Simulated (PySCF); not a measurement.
# CdSe (Fm-3m) in PySCF: density of states with PBEsol

Aim: the density of states of CdSe with PBEsol.

All numbers are computed with PySCF 2.14.0; they aren't measurements. Logs are shortened: lines on timing, memory, paths and dates and some standing lists are left out, and cuts for length are marked.

### Step 1. The crystal as given

Symmetry: Fm-3m, No. 225, cubic system. The conventional cell has a = 5.748 Å, b = 5.748 Å, c = 5.748 Å, α = 90.00°, β = 90.00°, γ = 90.00°. Cd (site symmetry m-3m) has 6 Se at 2.87 Å as nearest neighbours. Around Se (site symmetry m-3m) lie 6 Cd at 2.87 Å.

Measurements of this composition are mostly on another form, of space group No. 186.

### Step 2. Density of states, PBEsol

run.py

```python
import json
import numpy as np
from pyscf.pbc import gto, scf, dft, df

cell = gto.Cell()
cell.basis = {'Cd': 'DZVP-MOLOPT-SR-GTH-q12', 'Se': 'DZVP-MOLOPT-SR-GTH-q6'}
cell.pseudo = {'Cd': 'GTH-PBE-q12', 'Se': 'GTH-PBE-q6'}
cell.fromfile('CdSe.cif')
cell.ke_cutoff = 78  # hartree
cell.exp_to_discard = 0.02
cell.precision = 1e-08
cell.space_group_symmetry = True
cell.symmorphic = False
cell.max_memory = 5880  # MB
cell.verbose = 4
cell.build()

res = {}
kpts = cell.make_kpts([8, 8, 8], space_group_symmetry=True, time_reversal_symmetry=True)
cell.space_group_symmetry = False  # the mesh holds the operations; no search on the supercells of the integral code
mf = dft.KRKS(cell, kpts, xc='pbesol')
mf = mf.multigrid_numint()
mf = mf.smearing(sigma=0.00183747, method='fermi')  # hartree
mf.conv_tol = 1e-07
mf.max_cycle = 60

mf.kernel()
res.update(converged=bool(mf.converged), e_tot=mf.e_tot, nelec=cell.nelectron, nao=cell.nao, mesh=list(map(int, cell.mesh)), a=cell.lattice_vectors().tolist(), coords=cell.atom_coords().tolist(),
           mo_energy=[np.real(x).tolist() for x in mf.mo_energy], mo_occ=[np.real(x).tolist() for x in mf.mo_occ])
res.update(e_free=mf.e_free, e_zero=mf.e_zero)
res.update(kpts=kpts.kpts_scaled_ibz.tolist(), weights=kpts.weights_ibz.tolist())
res['parts'] = {k: float(np.real(v)) for k, v in mf.scf_summary.items() if np.isscalar(v)}
json.dump(res, open('results.json', 'w'))
if not mf.converged:
    raise SystemExit('SCF not converged')

print('levels (eV)')
for i, kp in enumerate(res['kpts'][:40]):
    print('k %7.4f %7.4f %7.4f  ' % tuple(kp), ' '.join('%.3f' % (x * 27.211386) for x in res['mo_energy'][i][:14]))

mf = mf.to_khf()  # unfold to the whole mesh
kpts = mf.kpts
# Mulliken populations
dm, s = np.asarray(mf.make_rdm1()), np.asarray(mf.get_ovlp())
sites = cell.aoslice_by_atom()[:, 2:]
tot = np.einsum('kij,kji->i', dm, s).real / len(kpts)
res['mulliken'] = [cell.atom_charge(i) - tot[a0:a1].sum() for i, (a0, a1) in enumerate(sites)]
print('Mulliken charges', np.round(res['mulliken'], 5))

# density of states, Gaussians of 0.15 eV
e = np.asarray(mf.mo_energy).real.reshape(1, -1) * 27.211386
ef = mf.get_fermi()
ef = np.max(ef) * 27.211386
x = np.arange(-15, 10.01, 0.1) + round(ef, 1)
dos = np.exp(-((x[:, None, None] - e) / 0.15) ** 2 / 2).sum(-1).T / (0.15 * np.sqrt(2 * np.pi) * len(kpts)) * 2
res.update(dos_e=x.tolist(), dos=dos.tolist())
for a, b in zip(x[::5], dos.T[::5]):
    print('%8.2f' % a, ' '.join('%9.4f' % y for y in b))

# density on a uniform mesh
grids = dft.gen_grid.UniformGrids(cell)
grids.mesh = [23, 23, 23]
grids.build()
ni = dft.numint.KNumInt()
rho = [ni.get_rho(cell, x, grids, kpts) for x in [dm]]
np.save('rho.npy', np.reshape(rho, (-1, *grids.mesh)))
res['done'] = True
json.dump(res, open('results.json', 'w'))
```

CdSe.cif

```cif
data_CdSe
_cell_length_a 4.06439038
_cell_length_b 4.06439038
_cell_length_c 4.06439038
_cell_angle_alpha 60.00000000
_cell_angle_beta 60.00000000
_cell_angle_gamma 60.00000000
_space_group_name_H-M_alt 'P1'
_space_group_name_Hall 'P 1'
_space_group_IT_number 1
loop_
_space_group_symop_operation_xyz
'x,y,z'
loop_
_atom_site_label
_atom_site_type_symbol
_atom_site_symmetry_multiplicity
_atom_site_Wyckoff_symbol
_atom_site_fract_x
_atom_site_fract_y
_atom_site_fract_z
_atom_site_occupancy
Cd1 Cd 1 a 0.0000000000 0.0000000000 0.0000000000 1
Se1 Se 1 a 0.5000000000 0.5000000000 0.5000000000 1
```

Potentials or basis: DZVP-MOLOPT-SR/GTH-PBE (potentials made for PBE).

Run with:

```sh
$ OMP_NUM_THREADS=4 python -u run.py > log
```

The program printed:

```text
Discarded 0 diffused primitive functions, 0 contracted functions
time reversal: False
k-points in IBZ                         weights
  0:  0.000000,  0.000000,  0.000000    1/512
  1:  0.500000,  0.500000,  0.000000    3/512
  2:  0.500000,  0.500000,  0.500000    4/512
  3:  0.625000,  0.625000,  0.000000    6/512
  4:  0.625000,  0.625000,  0.625000    8/512
  5:  0.750000,  0.375000,  0.375000    12/512
[... 21 lines left out ...]
 27:  0.875000,  0.875000,  0.750000    12/512
 28:  0.875000,  0.875000,  0.875000    8/512

******** <class 'pyscf.pbc.scf.smearing.SmearingKsymAdaptedKRKS'> ********
method = SmearingKsymAdaptedKRKS
initial guess = minao
damping factor = 0
level_shift factor = 0
DIIS = <class 'pyscf.scf.diis.CDIIS'>
diis_start_cycle = 1
diis_space = 8
diis_damp = 0
SCF conv_tol = 1e-07
SCF conv_tol_grad = None
SCF max_cycles = 60
direct_scf = True
direct_scf_tol = 1e-13

******** PBC SCF flags ********
N kpts (BZ) = 512
N kpts (IBZ) = 29
Exchange divergence treatment (exxdiv) = ewald
    madelung (= occupied orbital energy shift) = 0.05276269968113251
    Total energy shift due to Ewald probe charge = -1/2 * Nelec*madelung = -0.47486429713
DF object = <pyscf.pbc.df.fft.FFTDF object>
XC functionals = pbesol
small_rho_cutoff = 0
Uniform grid, mesh = [33 33 33]
Set gradient conv threshold to 0.000316228
nelec by numeric integration = 17.999999999999996
init E= -55.4681289361696
    sigma = 0.00183747  Optimized mu = 0.278028042592  entropy = 0.0502191387874
nelec by numeric integration = 18.000000000001585
    Total E(T) = -55.4164541400139  Free energy = -55.4165464161749  E0 = -55.4165002780944
cycle= 1 E= -55.4164541400139  delta_E= 0.0517  |g|= 0.755  |ddm|=   13
    sigma = 0.00183747  Optimized mu = 0.286599175673  entropy = 0.210093134908
nelec by numeric integration = 18.00000000000127
    Total E(T) = -55.4093678811613  Free energy = -55.4097539209939  E0 = -55.4095609010776
cycle= 2 E= -55.4093678811613  delta_E= 0.00709  |g|= 0.953  |ddm|= 8.58
    sigma = 0.00183747  Optimized mu = 0.27538177552  entropy = 0.0579722965674
nelec by numeric integration = 18.000000000001627
    Total E(T) = -55.4254031215198  Free energy = -55.4255096438755  E0 = -55.4254563826977
cycle= 3 E= -55.4254031215198  delta_E= -0.016  |g|= 0.113  |ddm|= 5.71
    sigma = 0.00183747  Optimized mu = 0.279022161603  entropy = 0.0670732903528
nelec by numeric integration = 18.000000000001698
    Total E(T) = -55.4256676761836  Free energy = -55.4257909213424  E0 = -55.425729298763
cycle= 4 E= -55.4256676761836  delta_E= -0.000265  |g|= 0.00624  |ddm|= 0.518
    sigma = 0.00183747  Optimized mu = 0.279109542581  entropy = 0.0677238579514
nelec by numeric integration = 18.000000000001695
    Total E(T) = -55.4256671441273  Free energy = -55.4257915846846  E0 = -55.4257293644059
cycle= 5 E= -55.4256671441273  delta_E= 5.32e-07  |g|= 0.000218  |ddm|= 0.024
    sigma = 0.00183747  Optimized mu = 0.279113315797  entropy = 0.067756579185
nelec by numeric integration = 18.000000000001698
    Total E(T) = -55.4256670848526  Free energy = -55.4257915855342  E0 = -55.4257293351934
cycle= 6 E= -55.4256670848526  delta_E= 5.93e-08  |g|= 6.49e-06  |ddm|= 0.000905
    sigma = 0.00183747  Optimized mu = 0.279113044499  entropy = 0.0677545740683
nelec by numeric integration = 18.000000000001698
    Total E(T) = -55.4256670885384  Free energy = -55.4257915855356  E0 = -55.425729337037
Extra cycle  E= -55.4256670885384  delta_E= -3.69e-09  |g|= 8.72e-06  |ddm|= 5.98e-05
converged SCF energy = -55.4256670885384
levels (eV)
k  0.0000  0.0000  0.0000   -5.399 -0.360 -0.360 -0.331 -0.331 -0.331 6.884 6.884 6.884 7.432 16.237 16.237 16.237 17.669
k  0.5000  0.5000  0.0000   -4.592 -0.442 -0.281 -0.136 -0.136 0.334 3.300 5.397 5.397 6.897 12.885 17.279 18.061 18.062
k  0.5000  0.5000  0.5000   -4.471 -0.580 -0.580 -0.492 -0.187 -0.187 2.491 7.469 7.469 10.399 12.692 12.692 13.858 19.123
k  0.6250  0.6250  0.0000   -4.669 -0.426 -0.293 -0.173 -0.173 -0.075 3.767 5.614 5.614 7.734 13.121 15.903 17.355 17.355
k  0.6250  0.6250  0.6250   -4.639 -0.549 -0.549 -0.446 -0.209 -0.209 2.871 7.366 7.366 10.443 13.093 13.093 13.830 18.215
k  0.7500  0.3750  0.3750   -4.502 -0.411 -0.407 -0.231 -0.160 0.126 3.827 3.849 6.074 8.878 13.759 15.674 16.096 17.255
[... 21 lines left out ...]
k  0.8750  0.8750  0.7500   -5.119 -0.457 -0.414 -0.351 -0.298 -0.268 4.625 6.417 7.304 10.013 14.131 14.544 14.562 16.716
k  0.8750  0.8750  0.8750   -5.287 -0.392 -0.392 -0.341 -0.313 -0.313 5.410 6.957 6.957 8.891 14.995 15.709 15.709 17.087
Mulliken charges [ 0.24113 -0.24113]
   -7.50    0.0000
   -7.00    0.0000
   -6.50    0.0000
   -6.00    0.0000
   -5.50    0.0624
   -5.00    0.8751
[... 43 lines left out ...]
   17.00    0.9523
   17.50    0.4838
```

It took 3.9 min on 4 threads of Intel Xeon 6975P-C (Granite Rapids), shared host; peak memory 5.5 GiB.

Results:

| Item | Value |
| --- | --- |
| Free energy | -1508.2126 eV |
| Band gap on the k mesh | none (metal or under the smearing width) |
| Mulliken charges | Cd +0.24; Se -0.24 e |

Levels at points of the mesh, in eV from the Fermi level:
```
           k point  band 7  band 8  band 9  band 10  band 11  band 12
(0.00, 0.00, 0.00)   -0.71   -0.71   -0.71    -0.16     8.64     8.64
(0.50, 0.50, 0.00)   -4.30   -2.20   -2.20    -0.70     5.29     9.68
(0.50, 0.50, 0.50)   -5.10   -0.13   -0.13     2.80     5.10     5.10
```

States per cell in windows of 1 eV (zero at the Fermi level; states under -8 eV left out):
```csv
from (eV),total
-8.0,7.41
-7.0,0.00
-6.0,0.04
-5.0,1.18
-4.0,0.90
-3.0,1.11
-2.0,1.37
-1.0,1.36
0.0,0.22
1.0,0.40
2.0,0.66
3.0,0.78
4.0,0.64
5.0,1.30
6.0,1.55
7.0,1.52
```

Caveat: Mulliken charges move with the basis; the basis of atomic orbitals isn't converged, which shifts pressures, moduli and gaps.
